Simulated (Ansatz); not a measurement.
## LiCl (wurtzite) under strain

LiCl (wurtzite), relaxed with r2SCAN in Ansatz. The symmetry is P6_3mc (No. 186, hexagonal); a = 3.894 Å, c = 6.224 Å in the conventional setting, 20.44 Å³ an atom. Li is surrounded by 4 Cl at 2.37 Å; Cl is surrounded by 4 Li at 2.37 Å.

The axes x, y and z are those of this cell:
```
CELL_PARAMETERS angstrom
3.89418 0.00000 0.00000
-1.94709 3.37246 0.00000
0.00000 0.00000 6.22446
ATOMIC_POSITIONS crystal
Li 0.33333 0.66667 0.99687
Li 0.66667 0.33333 0.49687
Cl 0.33333 0.66667 0.37813
Cl 0.66667 0.33333 0.87813
```

Unstrained: With PBE the gap is 6.020 eV and direct, at Γ. r2SCAN gives a direct gap of 6.684 eV at Γ. HSE06 gives a direct gap of 7.353 eV at Γ. Meshes: PBE 12×12×4, r2SCAN 12×12×4, HSE06 6×6×4. Strains are changes of length per length. After each strain the atoms were relaxed again with r2SCAN in this cell and within any symmetry left, so distortions that break it or need a larger cell weren't tested; points keep the names that they have in the unstrained zone. No spin polarisation and no zero-point or thermal motion; the cell was built from a prototype and may be hypothetical.

Changes of the least gap in eV (an overlap counts as a negative gap):
```
                                                      strain  volume change (%)  space group     PBE  r2SCAN   HSE06  energy rise, r2SCAN (meV/atom)
                          biaxial +5.25 % in x and y, z held              +10.8       P6_3mc  -0.435  -0.457  -0.463                            18.6
epitaxial -4.2 % in the xy plane, free normal strain +3.71 %               -4.8       P6_3mc  +0.085  +0.091  +0.096                            10.6
```

Biaxial +5.25 % in x and y, z held. HSE06: the gap goes from 7.353 to 6.890 eV (-0.463 eV). Stress change with r2SCAN, compression positive: xx -2.51, yy -2.51, zz -1.54 GPa.

Epitaxial -4.2 % in the xy plane, free normal strain +3.71 %. HSE06: the gap goes from 7.353 to 7.448 eV (+0.096 eV). Stress change with r2SCAN, compression positive: xx +2.12, yy +2.12, zz +0.01 GPa.

The meshes of the hybrids are coarse, so their gaps aren't converged to the digits shown.
